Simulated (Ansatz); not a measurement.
# AlN (F-43m), an elastic constant from a strain scan

Computed with DFT PBE, scalar-relativistic, plane waves, PAW in Ansatz 0.2.0. Settings: plane waves to 420 eV, k-mesh 10×10×10 (Γ-centred), Gaussian smearing 0.05 eV. No spin polarisation. Energies are free energies at this smearing, counted from the undisturbed cell; pressure is positive in compression.

The undisturbed cell (relaxed at this level; this zinc-blende form isn't the usual structure):

```
Al N
1.0
     0.00000    2.20159    2.20159
     2.20159    0.00000    2.20159
     2.20159    2.20159    0.00000
Al N
1 1
Direct
  0.00000 0.00000 0.00000
  0.75000 0.75000 0.75000
```

The cell is strained by ε times the Voigt pattern (0, 0, 0, 1, 0, 0) (xx, yy, zz, yz, xz, xy; engineering shear) with fractional coordinates fixed. The cell holds 2 atoms in V0 = 21.34 Å³. The stress column is τ = (1/V0) dE/dε, got from the stress tensor σ (compression positive) at each point as −det(1 + εP) σ : P(1 + εP)⁻¹, with P the pattern as a tensor.

```csv
ε,ΔE (meV/atom),τ (GPa)
-0.0175,2.191,-3.725
-0.0150,1.612,-3.194
-0.0125,1.131,-2.661
-0.0100,0.728,-2.129
-0.0075,0.423,-1.597
-0.0050,0.196,-1.065
-0.0025,0.054,-0.533
0.0000,0.000,0.000
0.0025,0.054,0.533
0.0050,0.196,1.065
0.0075,0.423,1.597
0.0100,0.728,2.129
0.0125,1.131,2.661
0.0150,1.612,3.194
0.0175,2.191,3.725
0.0200,?,?
```

Q: Which combination of elastic constants does this scan measure, and how large is it?

A: For small ε, τ = τ0 + Kε with K = pᵀCp, which for this pattern is C44 in the cubic axes. The parabola through τ at ε = -0.0025, 0 and 0.0025 has slope K = 213 GPa at zero. The energies per cell, E = NΔE, of the wider pair ε = ±0.0175 give K = 2[E(ε₊)/ε₊ − E(ε₋)/ε₋]/[(ε₊ − ε₋)V0] = 215 GPa, in agreement. These are clamped-ion values.

Q: Predict the withheld row at ε = 0.0200 from the harmonic law, and compare.

A: ΔE = V0(τ0 ε + Kε²/2)/N = 2.840 meV/atom and τ = 4.26 GPa. The calculation gives 2.860 meV/atom and 4.26 GPa, a miss of 0.7 % of the harmonic energy, so the harmonic law still holds here.

Forces appear on the atoms along this scan, and letting them relax would lower the energy and soften the response.